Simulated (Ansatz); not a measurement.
Wires are cut from relaxed bulk GaP (F-43m, 20.85 Å³/atom, gap on the mesh 1.58 eV); atoms and period are relaxed, and energies count from that bulk. Caps count from half an H2 molecule.

These are results of DFT PBE, scalar-relativistic, plane waves, PAW in Ansatz 0.2.0, not measurements.

Plane waves to 420 eV, a k mesh through Γ of 1×1×4 on the computed 30-atom cell and Gaussian smearing (0.05 eV); no spin polarisation.

Start ([111] wire, 12 host atoms a period with H caps):

```xyz
30
Lattice="16.3000 0.0000 0.0000 0.0000 15.8000 0.0000 0.0000 0.0000 9.5351" Properties=species:S:1:pos:R:3 pbc="T T T"
Ga    9.3444    7.9000    0.0000
P     8.2207    5.9537    3.9729
Ga    7.0970    7.9000    3.1784
P    10.4681    5.9537    0.7946
P     8.2207    9.8463    3.9729
P     5.9733    5.9537    7.1513
Ga    5.9733    5.9537    0.0000
Ga   10.4681    5.9537    3.1784
Ga    8.2207    9.8463    6.3567
P     7.0970    7.9000    0.7946
Ga    8.2207    5.9537    6.3567
P     9.3444    7.9000    7.1513
H    10.0845    9.1819    0.5233
H     7.5513    4.7942    3.4996
H     5.6168    7.9000    3.7017
H     9.7988    4.7942    0.3213
H    11.8069    5.9537    0.3213
H     7.5513   11.0058    3.4996
H     9.5595    9.8463    3.4996
H     5.3039    7.1131    6.6780
H     5.3039    4.7942    6.6780
H     4.4931    5.9537    0.5233
H     6.7134    4.6718    0.5233
H    11.2083    7.2356    3.7017
H    11.2083    4.6718    3.7017
H     6.7405    9.8463    6.8800
H     8.9608   11.1282    6.8800
H     6.4276    9.0594    0.3213
H     8.9608    4.6718    6.8800
H    10.6832    7.9000    6.6780
```

Task: Relax it.

Result: The free energy falls by 26 meV/atom.

* excess energy (eV per host atom): 0.330
* line energy (eV/Å): 0.414
* period (Å): 9.567
* gap on the mesh (eV): 4.06
* highest filled level or Fermi level under vacuum (eV): 6.13

Relaxed structure:
```xyz
30
Lattice="16.3000 0.0000 0.0000 0.0000 15.8000 0.0000 0.0000 0.0000 9.5671" Properties=species:S:1:pos:R:3 pbc="T T T"
Ga    9.2595    8.0766    0.0257
P     8.4049    6.0055    4.0258
Ga    6.9870    7.7371    3.2147
P    10.3851    6.1276    0.8509
P     8.1127    9.6860    4.0399
P     6.1660    5.9400    7.2285
Ga    5.7217    5.8663    0.0500
Ga   10.6708    5.7808    3.2398
Ga    8.2682   10.1070    6.4289
P     7.0507    7.7145    0.8368
Ga    8.4170    5.9391    6.4037
P     9.2073    8.0329    7.2149
H     9.9398    9.3518    0.6243
H     7.7264    4.8037    3.6776
H     5.5422    7.6899    3.8131
H     9.8076    4.9880    0.2320
H    11.6550    6.0770    0.2151
H     7.5230   10.8113    3.4032
H     9.3890    9.7547    3.4222
H     5.4686    7.0105    6.6097
H     5.4864    4.8662    6.5924
H     4.2097    6.1748    0.2757
H     6.4359    4.5616    0.5367
H    11.4409    7.0532    3.7264
H    11.1604    4.3177    3.4663
H     6.7806   10.1371    6.9140
H     9.2888   11.2639    6.6563
H     6.3494    8.9032    0.4887
H     9.1798    4.7117    7.0027
H    10.5872    8.0471    6.8661
```

Each run keeps its start's symmetry and one magnetic start, so lower states can exist.

The run took 97 s on 4 threads of AMD EPYC 9R45 96-Core Processor (Zen 5), on a shared host, peak memory 3.1 GiB.